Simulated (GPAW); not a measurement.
Wanted: an ASE script for a GPAW 26.7.0 run.

```yaml
Task: single point
Functional: PBE
Potentials_or_basis: GPAW PAW data sets (gpaw-data 1.2.1)
Cutoff: 600 eV
Basis: pw
k_mesh: 9 × 9 × 5
Occupations: fermi-dirac, width 0.05 eV
Spin: no spin polarisation
Maxiter: 150
```

The structure of Sc lies in POSCAR:

```
Sc
1.0
    3.3090000000      0.0000000000      0.0000000000
   -1.6545000000      2.8656780611      0.0000000000
    0.0000000000      0.0000000000      5.2733000000
Sc
2
Direct
    0.6691860000      0.3239330000      0.7463070000
    0.3351240000      0.6657790000      0.2468990000
```

The cell isn't the ideal one: atoms moved at random, drawn with an rms of 0.05 Å.

One way to write it, as run:

run.py

```python
from ase.dft.bandgap import bandgap
from ase.io import read, write
from ase.units import GPa
from gpaw import GPAW, PW

atoms = read('POSCAR')

calc = GPAW(mode=PW(600),
            xc='PBE',
            kpts={'size': (9, 9, 5), 'gamma': True},
            occupations={'name': 'fermi-dirac', 'width': 0.05},
            nbands=23,
            convergence={'density': 1e-05, 'energy': 1e-05},
            maxiter=150,
            txt='gpaw.txt')
atoms.calc = calc
energy = atoms.get_potential_energy()
forces = atoms.get_forces()
stress = atoms.get_stress()
calc.write('gs.gpw')
write('result.traj', atoms)
print(f'Energy: {energy:.6f} eV')
print('Forces (eV/A):')
print(forces.round(4))
print('Stress (GPa):', (stress / GPa).round(3))
print('Fermi level:', round(calc.get_fermi_level(), 4), 'eV')
print(f'Gap: {bandgap(calc)[0]:.4f} eV, direct: {bandgap(calc, direct=True)[0]:.4f} eV')
```

Potentials or basis: GPAW PAW data sets (gpaw-data 1.2.1), pw.

Run with:

```console
$ OMP_NUM_THREADS=1 python run.py
```

Results of the run:

* Pressure: -0.8 GPa
* Largest force: 0.038 eV/Å
* Band gap on the k mesh: none (metal or under the smearing width)

Run time: 2 min on 1 thread of Arm Neoverse V1, with other jobs on the host, peak memory 0.32 GiB.
